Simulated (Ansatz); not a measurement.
# SnSe2 (P-3m1) in Ansatz: reference runs

Reference runs on SnSe2: the cell as given and a disturbed copy.

Everything below comes from runs of Ansatz 0.2.0. Logs are shortened: lines on timing, memory, paths and dates and some standing lists are left out, and cuts for length are marked.

## Step 1: Starting point

It takes space group P-3m1 (No. 164, trigonal). Conventional cell: a = 3.811 Å, b = 3.811 Å, c = 6.136 Å, α = 90.00°, β = 90.00°, γ = 120.00°. Sn (site symmetry -3m) is surrounded by 6 Se at 2.68 Å. Se (site symmetry 3m) is surrounded by 3 Sn at 2.68 Å.

## Step 2: Single point, PBE

input.yaml reads:

```yaml
crystal:
  lattice:
    - [3.811, 0.0, 0.0]
    - [-1.9055, 3.3004228138, 0.0]
    - [0.0, 0.0, 6.136]
  atoms:
    - { symbol: Sn, position: [0.0, 0.0, 0.0] }
    - { symbol: Se, position: [0.6666666667, 0.3333333333, 0.751] }
    - { symbol: Se, position: [0.3333333333, 0.6666666667, 0.249] }
hamiltonian:
  xc: pbe
  pseudopotentials: { kind: paw }
kpoints:
  mp_grid: { grid: [8, 8, 5] }
scf:
  occupations: { method: fermi_dirac, width: 0.05 }
output:
  forces: true
  stress: true
  eigenvalues: true
```

Potentials or basis: Ansatz PAW.

The run is started by

```sh
$ ansatz run input.yaml --threads 2 --pin off --max-ram 5120MiB --backend cpu --events-out ev --progress --plain --runs-dir out
```

What it wrote:

```text
Warning: RAYON_NUM_THREADS=2 ignored (pool sized by the plan → 2); use --threads N
Engine: ansatz 0.2.0, aarch64-unknown-linux-gnu
Pseudopotentials: kind: paw
Pseudopotential: Sn, paw, valence charge 14, recommended cutoff 420 eV (normal), Sn.paw.azcp
Pseudopotential: Se, paw, valence charge 16, recommended cutoff 420 eV (normal), Se.paw.azcp
Functional definition: PBE
  parameter kappa = 0.804
  parameter beta = 0.06672455060314922
  exchange = pbe_x(kappa = kappa, mu = beta*pi^2/3)
  correlation = pbe_c(beta = beta)
Crystal: 3 atoms, lattice volume = 77.178 Å³
Basis set: ecut = 420 eV, 1485 PW (Γ), exchange–correlation on 54×54×90 points (8 copies of the dense FFT grid, shifted against one another)
Bands: 28, of which v1, the nominal top of the filled ones, is band 23 counted from 1 (22 counted from 0)
Symmetry: 12 space group operations
Space group: P-3m1 (ITA 164), of the structure as read, at distance tolerance 4.3e-5 Å
k-points: 40 of 320
Non-local potential: Sn, projectors of the file, l = 0: 2, l = 1: 2, l = 2: 2, l = 3: 2
Non-local potential: Se, projectors of the file, l = 0: 2, l = 1: 2, l = 2: 3, l = 3: 1
PAW form: soft (Blöchl's): semilocal exchange-correlation on the pseudo side does not see the compensation charge
PAW one-centre angular grid: Sn, 590 points (default); XC on 64 Gauss nodes
PAW one-centre angular grid: Se, 590 points (default); XC on 64 Gauss nodes
Initial density: superposition of atomic densities (neutral atoms: chi_scale 0, normalization atom), corrected by the library's trained network
Initial wavefunctions: pseudopotential atomic-orbital guess
Functional: x = pbe(κ = 0.804, μ = 0.2195149727645171), c = pbe(β = 0.06672455060314922)
SCF iter   1: F=—  HF=-16963.274134 eV  |F-HF|=—  |Δ(HF+E_count)|=         —  Δρ=1.53e-3  dr2=2.65e-3  ethr=1.77e-3  ⟨swp⟩=6.5  Hψ=4974  notcnv=0
preconditioner: auto → Resta (q_TF=auto, 2.503 Å⁻¹)  ε∞=2.8  [insulator: Δε(μ)=0.828 eV  Ē_g=16.241 eV  σ=0.050 eV  W_gap=1.00  n_scr=22 (ndim 8)  ℏωp=21.6 eV  f_vac=0.080  D(μ)=0.00/eV (n_scr^D=0)  ε∞_Penn≈2.8]
SCF iter   2: F=—  HF=-16963.272849 eV  |F-HF|=—  |Δ(HF+E_count)|=   1.29e-3  Δρ=7.10e-4  dr2=2.38e-4  ethr=5.77e-6  ⟨swp⟩=2.5  Hψ=2313  notcnv=0  defer=2
SCF iter   3: F=—  HF=-16963.272944 eV  |F-HF|=—  |Δ(HF+E_count)|=   9.51e-5  Δρ=3.35e-4  dr2=4.45e-5  ethr=5.17e-7  ⟨swp⟩=2.0  Hψ=2022  notcnv=0  defer=2
SCF iter   4: F=—  HF=-16963.272976 eV  |F-HF|=—  |Δ(HF+E_count)|=   3.21e-5  Δρ=1.00e-4  dr2=4.62e-6  ethr=9.68e-8  ⟨swp⟩=2.0  Hψ=1422  notcnv=0  defer=2
SCF iter   5: F=—  HF=-16963.272981 eV  |F-HF|=—  |Δ(HF+E_count)|=   5.17e-6  Δρ=1.78e-5  dr2=2.49e-7  ethr=1.00e-8  ⟨swp⟩=2.0  Hψ=1422  notcnv=0  defer=2
SCF iter   6: F=-16963.272982 eV  HF=-16963.272982 eV  |F-HF|=2.30e-8  |Δ(HF+E_count)|=   3.00e-7  Δρ=5.82e-6  dr2=3.37e-8  ethr=2.17e-10  ⟨swp⟩=6.8  Hψ=5078  notcnv=0
SCF 1 converged in 6 iterations: F = -16963.272982 eV  dr2 = 3.37e-8
SCF converged after 6 iterations
Free energy (F): -16963.272982 eV
Harris-Foulkes:  -16963.272982 eV  (|F-HF|=2.30e-8)
Internal energy: -16963.272962 eV  (E = F + TS)
E sigma→0 (E₀):  -16963.272972 eV
Entropy (-TS):   -0.000020 eV (-0.007 meV/atom)
Fermi energy:    8.534493 eV
--- Per-component energies (eV) ---
  E_band       = -857.756174
  E_kinetic    = 426.732119
  E_local      = -6101.089785  (includes V_loc(G=0)·N_el)
  E_nonlocal   = -1222.490478
  E_hartree    = 3128.141046
  E_xc         = -590.530825
  E_vxc        = -292.288389  (∫ρ·V_xc dr)
  E_paw        = -7963.839196  (= ΣΔE_a)
  E_vpaw       = 75.102224  (= ΣTr[D̂ρ^β])
  E_aug_tail   = -0.001222  (compensation charges beyond the density's cutoff)
  E_ewald      = -4640.194622
  E_smearing   = -0.000020  (= −TS)
  E_closure    = -0.000000  (closes the sum)
  Σ components = -16963.272982   (vs F -16963.272982, Δ=0.00e0)
--- Forces (eV/Å), atoms counted from 1 ---
  atom   1  Sn     0.00000000     0.00000000     0.00000000
  atom   2  Se    -0.00000000    -0.00000000    -0.78745303
  atom   3  Se     0.00000000     0.00000000     0.78745303
  max |Σ_I F_I| component: 1.11e-16 eV/Å
--- Stress (GPa, compression-positive) ---
        5.040579      -0.000000      -0.000000
       -0.000000       5.040579       0.000000
        0.000000       0.000000       6.534833
  P = ⅓ Tr σ = 5.5387 GPa (55.387 kbar)
--- Band table (eV; the first three rows and the last of 40) ---
  k-point 0: bands = ["-38.6812", "-38.6812", "-38.6812", "-38.6812", "-38.6456", "-38.6456", "-38.6450", "-38.6450", "-38.6316", "-38.6314", "-13.1517", "-13.1517", "-13.1127", "-13.0982", "-13.0982", "-5.8859", "-4.1103", "2.0506", "7.4148", "7.4148", "7.7205", "7.7205", "8.1053", "9.2093", "11.0656", "12.7588", "12.7588", "16.2540"]
  k-point 1: bands = ["-38.6812", "-38.6812", "-38.6812", "-38.6812", "-38.6455", "-38.6455", "-38.6450", "-38.6450", "-38.6316", "-38.6314", "-13.1517", "-13.1517", "-13.1127", "-13.0983", "-13.0983", "-5.8336", "-4.2226", "2.3231", "7.2427", "7.3761", "7.3761", "7.7803", "7.7803", "9.8698", "11.0716", "12.6620", "12.6620", "16.4763"]
  k-point 2: bands = ["-38.6812", "-38.6812", "-38.6812", "-38.6812", "-38.6454", "-38.6454", "-38.6451", "-38.6451", "-38.6316", "-38.6315", "-13.1517", "-13.1517", "-13.1126", "-13.0983", "-13.0983", "-5.7341", "-4.4135", "2.8594", "6.2420", "7.3307", "7.3307", "7.8608", "7.8608", "10.4730", "11.0505", "12.5131", "12.5131", "16.3535"]
  k-point 39: bands = ["-38.6810", "-38.6809", "-38.6807", "-38.6807", "-38.6456", "-38.6454", "-38.6454", "-38.6452", "-38.6312", "-38.6312", "-13.1870", "-13.1587", "-13.1046", "-13.0883", "-13.0782", "-3.8787", "-3.6833", "0.7228", "3.7270", "4.0867", "4.7846", "7.4574", "7.7291", "10.3914", "12.9529", "13.1833", "14.4095", "15.5364"]
```

It took 2.5 s on 2 threads of Arm Neoverse V1, shared host; peak memory 0.38 GiB.

What came out:

```yaml
Free_energy: -16963.2730 eV
Pressure: 5.5 GPa
Largest_force: 0.787 eV/Å
Band_gap_on_the_k_mesh: 0.81 eV, indirect (least direct gap 1.10 eV)
```

Forces on the atoms (eV/Å):
```
Sn   0.000  0.000  0.000
Se   0.000  0.000 -0.787
Se   0.000  0.000  0.787
```

Levels at points of the mesh, in eV from the valence-band top:
| k point | band 20 | band 21 | band 22 | band 23 | band 24 | band 25 | band 26 | band 27 |
| --- | --- | --- | --- | --- | --- | --- | --- | --- |
| (0.00, 0.00, 0.00) | -0.70 | -0.39 | -0.39 | -0.01 | 1.10 | 2.95 | 4.65 | 4.65 |
| (0.00, -0.50, 0.00) | -2.91 | -2.68 | -1.20 | -0.31 | 1.16 | 3.80 | 5.46 | 5.49 |

Caveat: odd divisions of the mesh miss points on the zone boundary, where band edges often lie, so the gap on the mesh can be too wide; spin-orbit coupling is left out, which moves the levels of the heavy elements; this functional lacks dispersion, which binds the layers, so the pressure and a relaxed spacing across them are unreliable.

## Step 3: Single point, PBE (atoms moved at random, drawn with an rms of 0.05 Å)

input.yaml reads:

```yaml
crystal:
  lattice:
    - [3.811, 0.0, 0.0]
    - [-1.9055, 3.3004228138, 0.0]
    - [0.0, 0.0, 6.136]
  atoms:
    - { symbol: Sn, position: [-0.003073, -0.004042, -0.001879] }
    - { symbol: Se, position: [0.668986, 0.342353, 0.749469] }
    - { symbol: Se, position: [0.33318, 0.668456, 0.253169] }
hamiltonian:
  xc: pbe
  pseudopotentials: { kind: paw }
kpoints:
  mp_grid: { grid: [8, 8, 5] }
scf:
  occupations: { method: fermi_dirac, width: 0.05 }
output:
  forces: true
  stress: true
  eigenvalues: true
  write_density: true
  write_potential: true
  elf: true
  volumetric_format: npy
```

Potentials or basis: Ansatz PAW.

The run is started by

```sh
$ ansatz run input.yaml --threads 2 --pin off --max-ram 5120MiB --backend cpu --events-out ev --progress --plain --runs-dir out
```

What it wrote:

```text
Warning: RAYON_NUM_THREADS=2 ignored (pool sized by the plan → 2); use --threads N
[... 9 set-up lines as earlier in the session ...]
Crystal: 3 atoms, lattice volume = 77.178 Å³
Basis set: ecut = 420 eV, 1485 PW (Γ), exchange–correlation on 54×54×90 points (8 copies of the dense FFT grid, shifted against one another)
Bands: 28, of which v1, the nominal top of the filled ones, is band 23 counted from 1 (22 counted from 0)
Symmetry: 1 space group operations
Space group: P1 (ITA 1), of the structure as read, at distance tolerance 4.3e-5 Å
k-points: 162 of 320 (time reversal used)
[... 3 set-up lines as earlier in the session ...]
[... 18 lines left out ...]
Internal energy: -16963.289982 eV  (E = F + TS)
E sigma→0 (E₀):  -16963.289997 eV
Entropy (-TS):   -0.000030 eV (-0.010 meV/atom)
Fermi energy:    8.519108 eV
--- Per-component energies (eV) ---
  E_band       = -857.377890
  E_kinetic    = 426.257201
  E_local      = -6060.703034  (includes V_loc(G=0)·N_el)
  E_nonlocal   = -1222.459171
  E_hartree    = 3108.233544
  E_xc         = -590.359810
  E_vxc        = -292.052958  (∫ρ·V_xc dr)
  E_paw        = -7963.804683  (= ΣΔE_a)
  E_vpaw       = 75.117605  (= ΣTr[D̂ρ^β])
  E_aug_tail   = -0.001223  (compensation charges beyond the density's cutoff)
  E_ewald      = -4660.452806
  E_smearing   = -0.000030  (= −TS)
  E_closure    = 0.000000  (closes the sum)
  Σ components = -16963.290012   (vs F -16963.290012, Δ=0.00e0)
--- Forces (eV/Å), atoms counted from 1 ---
  atom   1  Sn    -0.01281048     0.21187232     0.32471189
  atom   2  Se     0.01657905    -0.17571649    -0.76933328
  atom   3  Se    -0.00376862    -0.03615535     0.44459896
  max |Σ_I F_I| component: 2.24e-5 eV/Å
--- Stress (GPa, compression-positive) ---
        4.432384       0.014332      -0.052440
        0.014332       4.673844       0.374106
       -0.052440       0.374106       5.529255
  P = ⅓ Tr σ = 4.8785 GPa (48.785 kbar)
--- Band table (eV; the first three rows and the last of 162) ---
  k-point 0: bands = ["-38.7317", "-38.7306", "-38.7008", "-38.6921", "-38.6827", "-38.6320", "-38.6317", "-38.6033", "-38.6023", "-38.5916", "-13.1415", "-13.1395", "-13.1018", "-13.0883", "-13.0881", "-5.8360", "-4.0878", "1.9923", "7.3834", "7.5046", "7.7498", "7.7947", "8.0878", "9.1878", "11.1200", "12.7305", "12.8263", "16.2570"]
  k-point 1: bands = ["-38.7317", "-38.7306", "-38.7008", "-38.6921", "-38.6827", "-38.6320", "-38.6317", "-38.6033", "-38.6023", "-38.5916", "-13.1415", "-13.1395", "-13.1017", "-13.0883", "-13.0882", "-5.7804", "-4.2060", "2.2707", "7.2036", "7.3555", "7.4571", "7.8192", "7.8492", "9.8689", "11.1244", "12.6320", "12.7240", "16.4370"]
  k-point 2: bands = ["-38.7317", "-38.7306", "-38.7008", "-38.6921", "-38.6827", "-38.6320", "-38.6317", "-38.6033", "-38.6023", "-38.5916", "-13.1415", "-13.1395", "-13.1017", "-13.0883", "-13.0882", "-5.6730", "-4.4086", "2.8195", "6.1890", "7.3141", "7.4060", "7.9066", "7.9253", "10.4941", "11.0968", "12.4809", "12.5674", "16.2341"]
  k-point 161: bands = ["-38.7314", "-38.7304", "-38.7008", "-38.6923", "-38.6824", "-38.6319", "-38.6312", "-38.6034", "-38.6024", "-38.5913", "-13.1983", "-13.1199", "-13.1116", "-13.0659", "-13.0649", "-4.1137", "-3.7195", "0.8405", "3.2480", "5.6461", "6.0034", "7.3389", "7.4578", "8.8663", "12.3062", "13.0318", "14.0016", "14.3400"]
```

rho_z.tsv:

```text
# z_ang	rho[e/angstrom^3]
# format = ansatz-planar-average/11
# lattice	3.811000000	0.000000000	0.000000000
# lattice	-1.905500000	3.300422814	0.000000000
# lattice	0.000000000	0.000000000	6.136000000
# sites	3
# site	50	-0.004009172	-0.013340309	-0.011529544
# site	34	1.897152004	1.129909652	4.598741784
# site	34	-0.003993928	2.206187432	1.553444984
0.000000	1.072069e0
0.136356	9.900186e-1
0.272711	8.108549e-1
0.409067	6.142983e-1
0.545422	4.641117e-1
0.681778	3.804454e-1
[... 37 lines left out ...]
5.863289	8.493148e-1
5.999644	1.014864e0
```

v_z.tsv:

```text
# z_ang	v_es[eV]	v_tot[eV]
# format = ansatz-planar-average/11
# xc	pbe
# density_cutoff_ev	1680
# datasets	Sn=:simpson_from_first_knot:soft	Se=:simpson_from_first_knot:soft
# lattice	3.811000000	0.000000000	0.000000000
# lattice	-1.905500000	3.300422814	0.000000000
# lattice	0.000000000	0.000000000	6.136000000
# sites	3
# site	50	-0.004009172	-0.013340309	-0.011529544
# site	34	1.897152004	1.129909652	4.598741784
# site	34	-0.003993928	2.206187432	1.553444984
0.000000	7.155693e0	-5.461716e0
0.136356	6.817636e0	-5.637129e0
0.272711	6.017569e0	-6.063619e0
0.409067	5.098833e0	-6.498307e0
0.545422	4.359614e0	-6.769432e0
0.681778	3.860628e0	-6.929238e0
[... 37 lines left out ...]
5.863289	6.076659e0	-6.136448e0
5.999644	6.872874e0	-5.654652e0
```

Run time: 22 s. Hardware: 2 threads of Arm Neoverse V1, shared host; peak memory 0.53 GiB.

What came out:

| Item | Value |
| --- | --- |
| Free energy | -16963.2900 eV |
| Pressure | 4.9 GPa |
| Largest force | 0.789 eV/Å |
| Band gap on the k mesh | 0.75 eV, indirect (least direct gap 1.10 eV) |

Forces on the atoms (eV/Å):
```
Sn  -0.013  0.212  0.325
Se   0.017 -0.176 -0.769
Se  -0.004 -0.036  0.445
```

Caveat: odd divisions of the mesh miss points on the zone boundary, where band edges often lie, so the gap on the mesh can be too wide; spin-orbit coupling is left out, which moves the levels of the heavy elements. A k mesh can miss the band edges.
